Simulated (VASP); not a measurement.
# SnSe2 (P-3m1) in VASP: notebook, part 2 of 2

VASP 6.6.1. Earlier steps stand in the parts before.

**5. Relaxation of cell and atoms, PBEsol**

Input file INCAR:

```
SYSTEM = SnSe2
PREC     = Accurate       ! precision mode
ENCUT    = 600            ! plane-wave cutoff, eV
EDIFF    = 1E-7           ! SCF threshold, eV
ISMEAR   = 0              ! smearing method
SIGMA    = 0.02           ! smearing width, eV
LREAL    = .FALSE.        ! projectors in reciprocal space
LASPH    = .TRUE.         ! aspherical terms in the spheres
NELM     = 100            ! most SCF steps
ALGO     = Normal         ! electronic algorithm
ISIF     = 3              ! what is computed and relaxed
LWAVE    = .FALSE.        ! write WAVECAR
LCHARG   = .FALSE.        ! write CHGCAR
GGA      = PS             ! functional
IBRION   = 2              ! ionic algorithm
NSW      = 90             ! ionic steps
EDIFFG   = -0.005         ! ionic threshold
```

Input file KPOINTS:

```
regular mesh
0
G
  3 3 2
  0 0 0
```

Input file POSCAR:

```
SnSe2
1.0
    3.8418991400      0.0000000000      0.0000000000
   -1.9209495700      3.3271822500      0.0000000000
    0.0000000000      0.0000000000      6.4858801000
Sn Se
1 2
Direct
    0.0000000000      0.0000000000      0.0000000000
    0.6666666700      0.3333333300      0.7570988600
    0.3333333300      0.6666666700      0.2429011400
```

Started as:

```bash
$ cat potpaw_PBE.64/Sn_d/POTCAR potpaw_PBE.64/Se/POTCAR > POTCAR
$ mpirun -np 1 vasp_std > vasp.out
```

Wall time 3.1 min (1 thread of Intel Xeon Platinum 8375C at 2.90GHz (Ice Lake), shared host); peak memory 0.24 GiB.

Results (log left out):

| Item | Value |
| --- | --- |
| Free energy | -12.9776 eV |
| Relaxed volume | 23.37 Å³/atom |
| Relaxed cell | a = 4.133 Å, b = 4.133 Å, c = 4.739 Å, α = 90.00°, β = 90.00°, γ = 120.00° |
| Space group after relaxing (to 0.05 Å) | P-3m1 (No. 164) |
| Energy gained by relaxing | 142.9 meV/atom |
| Ionic steps | 25 |
| Pressure after relaxing | 0.0 GPa |
| Band gap on the k mesh | none (metal or under the smearing width) |

The path:
| step | energy change (eV) | largest force (eV/Å) | pressure (GPa) | volume (Å³) |
| --- | --- | --- | --- | --- |
| 1 | 0.0000 | 0.0591 | 0.58 | 82.91 |
| 2 | -0.0207 | 0.0122 | -0.35 | 84.09 |
| 3 | -0.0231 | 0.0082 | -0.77 | 84.67 |
| 4 | -0.0277 | 0.2227 | 0.14 | 83.24 |
| 5 | -0.0277 | 0.2060 | 0.07 | 83.35 |
| 6 | -0.0323 | 0.2128 | 0.05 | 82.83 |
| 7 | -0.0466 | 0.2377 | 0.04 | 81.27 |
| 8 | -0.0757 | 0.2686 | 0.48 | 78.11 |
| 9 | -0.1472 | 0.0916 | 2.97 | 71.60 |
| 10 | -0.1485 | 0.1587 | 2.92 | 71.55 |
| 11 | -0.1570 | 0.5595 | 2.90 | 71.40 |
| 12 | -0.1923 | 1.0281 | 2.86 | 71.09 |
| 13 | -0.2733 | 0.9050 | 2.49 | 70.46 |
| 14 | -0.3886 | 0.4899 | 2.13 | 69.11 |
| 15 | -0.2942 | 0.8376 | 3.57 | 66.09 |
| 16 | -0.4120 | 0.2369 | 2.35 | 68.24 |
| 17 | -0.4129 | 0.1010 | 2.44 | 67.93 |
| 18 | -0.4132 | 0.1372 | 2.41 | 68.01 |
| 19 | -0.4194 | 0.1591 | 1.78 | 68.61 |
| 20 | -0.4241 | 0.1966 | 0.57 | 69.87 |
| 21 | -0.4241 | 0.1948 | 0.63 | 69.80 |
| 22 | -0.4257 | 0.1595 | 0.51 | 69.86 |
| 23 | -0.4284 | 0.0538 | 0.16 | 70.02 |
| 24 | -0.4257 | 0.1573 | -0.49 | 70.35 |
| 25 | -0.4288 | 0.0014 | -0.03 | 70.10 |

Final structure:
```cif
data_structure
_symmetry_space_group_name_H-M 'P 1'
_symmetry_Int_Tables_number 1
_cell_length_a 4.1330
_cell_length_b 4.1330
_cell_length_c 4.7389
_cell_angle_alpha 90.000
_cell_angle_beta 90.000
_cell_angle_gamma 120.000
_cell_volume 70.10
loop_
_atom_site_label
_atom_site_type_symbol
_atom_site_fract_x
_atom_site_fract_y
_atom_site_fract_z
_atom_site_occupancy
Sn1 Sn 0.00000 0.00000 0.00000 1
Se1 Se 0.66667 0.33333 0.68890 1
Se2 Se 0.33333 0.66667 0.31110 1
```

Levels at points of the mesh, in eV from the Fermi level:
```csv
k point,band 10,band 11,band 12,band 13,band 14,band 15,band 16,band 17
"(0.00, 0.00, 0.00)",-3.02,-2.21,-2.21,-1.43,-1.17,2.07,3.61,3.61
"(0.00, 0.00, 0.50)",-3.04,-2.88,-1.55,-1.55,0.80,0.93,1.79,1.79
```

Caveat: the k mesh is coarse (spacing up to 0.63 Å⁻¹), so the values aren't converged; the volume moved by over 15 % at a fixed basis, so the end points are rough; the PAW data sets were made with another functional, which shifts forces and pressure a little; this functional lacks dispersion, which binds the layers, so the pressure and a relaxed spacing across them are unreliable.

**6. Single point, PBEsol**

Input file INCAR:

```
PREC = Accurate
ENCUT = 520
EDIFF = 1E-7
ISMEAR = 0
SIGMA = 0.02
LREAL = F
LASPH = T
NELM = 100
ALGO = Normal
ISIF = 2
LWAVE = F
LCHARG = F
GGA = PS
NBANDS = 20
```

Input file KPOINTS:

```
Automatic mesh
0
Gamma
  9 9 4
```

POSCAR is that of step 5.

Potentials or basis: VASP PAW PBE potentials, release 64 (Sn_d, Se).

Started as:

```bash
$ cat potpaw_PBE.64/Sn_d/POTCAR potpaw_PBE.64/Se/POTCAR > POTCAR
$ mpirun -np 1 vasp_std > vasp.out
```

Run time: 49 s. Hardware: 1 thread of Intel Xeon Platinum 8375C at 2.90GHz (Ice Lake), shared host; peak memory 0.23 GiB.

It converged, with:

```
Free energy            : -12.9697 eV
Pressure               : -0.7 GPa
Largest force          : 0.063 eV/Å
Band gap on the k mesh : 0.73 eV, indirect (least direct gap 1.10 eV)
```

Forces on the atoms (eV/Å):
```
Sn   0.000  0.000  0.000
Se   0.000  0.000 -0.063
Se   0.000  0.000  0.063
```

Stress tensor (GPa, compression positive):
```
-0.93  0.00  0.00
 0.00 -0.93  0.00
 0.00  0.00 -0.23
```

Levels at points of the mesh, in eV from the valence-band top:
| k point | band 10 | band 11 | band 12 | band 13 | band 14 | band 15 | band 16 | band 17 |
| --- | --- | --- | --- | --- | --- | --- | --- | --- |
| (0.00, 0.00, 0.00) | -0.52 | -0.24 | -0.20 | -0.20 | 0.98 | 2.98 | 4.59 | 4.59 |
| (0.00, 0.00, 0.50) | -0.58 | -0.58 | -0.10 | -0.10 | 2.23 | 2.90 | 4.42 | 4.42 |

Caveat: the PAW data sets were made with another functional, which shifts forces and pressure a little; spin-orbit coupling is left out, which moves the levels of the heavy elements; an odd mesh through Γ misses points on the zone boundary, where band edges often lie; this functional lacks dispersion, which binds the layers, so the pressure and a relaxed spacing across them are unreliable.

**7. Summary**

| task | level | cell | k mesh | cutoff (eV) | mesh quality | gap on the mesh (eV) | pressure (GPa) | relaxed volume (Å³/atom) |
| --- | --- | --- | --- | --- | --- | --- | --- | --- |
| relaxation of cell and atoms | PBE | relaxed | 9 × 9 × 4 | 600 | not flagged | 0.75 | 0.0 | 30.28 |
| relaxation of cell and atoms | PBE+D3(BJ) | relaxed | 9 × 9 × 4 | 600 | not flagged | 0.50 | 0.0 | 25.56 |
| relaxation of cell and atoms | PBEsol | relaxed | 9 × 9 × 4 | 300 | not flagged | 0.55 | 0.0 | 25.62 |
| relaxation of cell and atoms | PBEsol | relaxed | 3 × 3 × 2 | 600 | coarse | none | 0.0 | 23.37 |
| single point | PBEsol | as given | 9 × 9 × 4 | 520 | not flagged | 0.73 | -0.7 | - |

Alike in all rows: potentials or basis VASP PAW PBE potentials, release 64 (Sn_d, Se); no spin polarisation; smearing gaussian 0.02 eV.

Caveats: some runs use coarse meshes; spin-orbit coupling is left out, which moves the levels of the heavy elements (some runs); an odd mesh through Γ misses points on the zone boundary, where band edges often lie (some runs); this functional lacks dispersion, which binds the layers, so the pressure and a relaxed spacing across them are unreliable (some runs); the PAW data sets were made with another functional, which shifts forces and pressure a little (some runs); the volume moved by over 15 % at a fixed basis, so the end points are rough (some runs).

Absolute energies hang on the potentials; compare differences alone.
